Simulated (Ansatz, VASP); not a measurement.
SiC in VASP and in Ansatz

INCAR

```
SYSTEM = SiC
ALGO = Normal
EDIFF = 1E-6
ENCUT = 520
GGA = PE
ISIF = 2
ISMEAR = 0
LASPH = .TRUE.
LCHARG = .FALSE.
LREAL = .FALSE.
LWAVE = .FALSE.
NBANDS = 11
NELM = 100
PREC = Accurate
SIGMA = 0.05
```

File KPOINTS:

```
k-points
0
G
  12 12 12
  0 0 0
```

POSCAR

```
SiC
1.0
    0.0489150000      2.1740000000      2.1740000000
    2.2229150000      0.0000000000      2.2229150000
    2.1740000000      2.1740000000      0.0489150000
Si C
1 1
Direct
    0.0000000000      0.0000000000      0.0000000000
    0.7500000000      0.7500000000      0.7500000000
```

Input for Ansatz:

```yaml
crystal:
  lattice:
    - [0.048915, 2.174, 2.174]
    - [2.222915, 0.0, 2.222915]
    - [2.174, 2.174, 0.048915]
  atoms:
    - { symbol: Si, position: [0.0, 0.0, 0.0] }
    - { symbol: C, position: [0.75, 0.75, 0.75] }
basis:
  ecutwfc: 420
kpoints:
  mp_grid: { grid: [12, 12, 12] }
hamiltonian:
  xc: pbe
scf:
  occupations: { method: gaussian, width: 0.05 }
output:
  forces: true
  stress: true
  eigenvalues: true
```

Change from the starting cell: strain +0.0450 x Voigt [0, 0, 0, 0, 1, 0], atoms carried along.

Alike in both runs: task single point; functional PBE; k mesh 12 × 12 × 12; occupations gaussian, width 0.05 eV; no spin polarisation.

```csv
,VASP,Ansatz
version,VASP 6.6.1,Ansatz 0.2.0
potentials or method,"VASP PAW PBE potentials, release 64 (Si, C)","scalar-relativistic, plane waves, PAW"
plane-wave cutoff (eV),520,420
valence electrons in the cell,8,8
```

```csv
,VASP,Ansatz,Ansatz less VASP
gap on the k mesh at the Fermi level (eV),1.14,1.14,+0.004
least direct gap on the mesh (eV),4.11,4.12,+0.006
pressure (GPa),5.4,5.4,+0.06
largest component of the traceless stress (GPa),12.62,12.57,-0.049
rms of the force components (eV/Å),0.228,0.228,+0.0004
```

Atom by atom the forces differ by 0.000 eV/Å (rms over components). The functional is the same, so the differences come from potentials, cutoffs and numerics.

A k mesh can miss the band edges.
